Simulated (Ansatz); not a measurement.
## Ti: phonons across the zone at 0.98 times its equilibrium volume

Method: DFT PBE, scalar-relativistic, plane waves, PAW (Ansatz 0.2.0). Settings: 420 eV plane-wave cutoff, Γ-centred 20×20×20 mesh, Fermi-Dirac smearing of 0.15 eV. No spin polarisation. Phonons by linear response, acoustic sum rule imposed.

The cell, relaxed in shape and atoms at 0.98 times its equilibrium volume:
```yaml
crystal:
  lattice:
    - [-1.62177, 1.62177, 1.62177]
    - [1.62177, -1.62177, 1.62177]
    - [1.62177, 1.62177, -1.62177]
  atoms:
    - { symbol: Ti, position: [0.00000, 0.00000, 0.00000] }
```

In a metal, frequencies and elastic constants depend on the k mesh and the smearing, soft modes and shear constants most. The q mesh is coarse, so values between its points are rough.

Force constants from linear response on a 2×2×2 q mesh.

Question: Is the structure dynamically stable on the q mesh?

Answer: No: at q = (0.000, 0.000, -0.500) a mode is imaginary, 128i cm⁻¹.

Question: Give the frequencies (cm⁻¹) at the points of high symmetry.

Answer:
| point | q | frequencies |
| --- | --- | --- |
| H | 0.500 -0.500 0.500 | 228 228 228 |
| N | 0.000 0.000 0.500 | 128i 174 175 |
| P | 0.250 0.250 0.250 | 96 96 96 |

This bcc form isn't the element's structure at ambient conditions.

Cost: 1 run of about 1.3 core-minutes, on Intel Xeon Platinum 8259CL (Skylake/Cascade Lake) (shared hosts).